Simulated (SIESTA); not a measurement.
Runs of SIESTA 5.4.2 on CoO. It takes space group Fm-3m (No. 225, cubic). The conventional cell has a = 4.263 Å, b = 4.263 Å, c = 4.263 Å, α = 90.00°, β = 90.00°, γ = 90.00°. Around Co (site symmetry m-3m) lie 6 O at 2.13 Å. O (site symmetry m-3m) is surrounded by 6 Co at 2.13 Å. 

```tsv
task	level	potentials or basis	k mesh	broadening (eV)	window from (eV)	window to (eV)	energy points	k mesh for the DOS	gap on the mesh (eV)	pressure (GPa)	moment (μB)
density of states	PBEsol	PseudoDojo 0.4 standard (PBEsol files), TZP (energy shift 0.003 Ry; two zetas on semicore shells)	8 × 8 × 8	0.2 eV	-10 eV	10 eV	301	12 × 12 × 12	none	-10.8	2.96
density of states	PBEsol	PseudoDojo 0.4 standard (PBEsol files), DZP (energy shift 0.003 Ry; two zetas on semicore shells)	8 × 8 × 8	0.1 eV	-15 eV	5 eV	201	12 × 12 × 12	none	-10.2	2.96
band structure	BLYP	PseudoDojo 0.4 standard (PBE files), DZP (energy shift 0.003 Ry; two zetas on semicore shells)	11 × 11 × 11	-	-	-	-	-	none	(b)	2.91
band structure	LDA	PseudoDojo 0.4 standard (LDA files), DZP (energy shift 0.003 Ry; two zetas on semicore shells)	8 × 8 × 8	-	-	-	-	-	none	-18.6	(a)
density of states	PBEsol	PseudoDojo 0.4 standard (PBEsol files), TZP (energy shift 0.003 Ry; two zetas on semicore shells)	8 × 8 × 8	0.05 eV	-10 eV	5 eV	201	12 × 12 × 12	none	-10.8	2.96
```

Alike in all rows: spin collinear, ferromagnetic start; cell as given; smearing fermi-dirac 0.05 eV; grid cutoff 800 Ry; energy shift 0.003 Ry.

Q: Fill in the values left out.

A: (a) 2.85; (b) 6.4.

Caveats: short orbitals over semicore shells can move pressures by several GPa; the basis of atomic orbitals isn't converged, which shifts pressures, moduli and gaps; a cell with one magnetic atom can't hold antiferromagnetic order, which such compounds often take; semilocal functionals often make such compounds metallic where correlation or magnetic order opens a gap, which also shifts bond lengths; the potentials were made for another functional, which shifts forces and pressure (some runs); so large a pressure means that the cell lies far from this level's equilibrium, or that cutoff or potentials fall short (some runs).

A gap of «none» marks a metal or a gap under the smearing width.

Runs at the PBE level aren't shown here.
